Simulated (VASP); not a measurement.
Runs of VASP 6.6.1 on NaH. All rows change the cell; the cell of one of them follows. It takes space group P4/mmm (No. 123, tetragonal). The conventional cell has a = 3.011 Å, b = 3.011 Å, c = 2.956 Å, α = 90.00°, β = 90.00°, γ = 90.00°. Na (site symmetry 4/mmm) has 8 H at 2.59 Å and 2 Na at 2.96 Å as nearest neighbours. Around H (site symmetry 4/mmm) lie 8 Na at 2.59 Å and 2 H at 2.96 Å. The cell was built by a generator and needn't be a form met in nature.

```tsv
level	cell	k mesh	smearing	exchange at q = 0	grid for exact exchange (PRECFOCK)	screening parameter	gap on the mesh (eV)	pressure (GPa)
r2SCAN	epitaxial_xy strain +2.7%	8 × 8 × 8	gaussian 0.01 eV	-	-	-	1.54	-1.6
r2SCAN	biaxial_xy strain +4.0%	8 × 8 × 8	gaussian 0.01 eV	-	-	-	(b)	-2.0
PBE	epitaxial_xy strain +2.7%	8 × 8 × 8	fermi-dirac 0.02 eV	-	-	-	0.97	(a)
HSE06	epitaxial_xy strain +2.7%	6 × 6 × 6	gaussian 0.01 eV	truncated	Normal	0.2079 1/A	1.80	-1.1
```

Alike in all rows: task single point; potentials or basis VASP PAW PBE potentials, release 64 (Na_pv, H); no spin polarisation; cutoff (eV) 520.

Fill in the values left out.

(a) -0.7; (b) 1.47.

Caveats: the PAW data sets were made with another functional, which shifts forces and pressure a little (some runs).

A k mesh can miss the band edges.
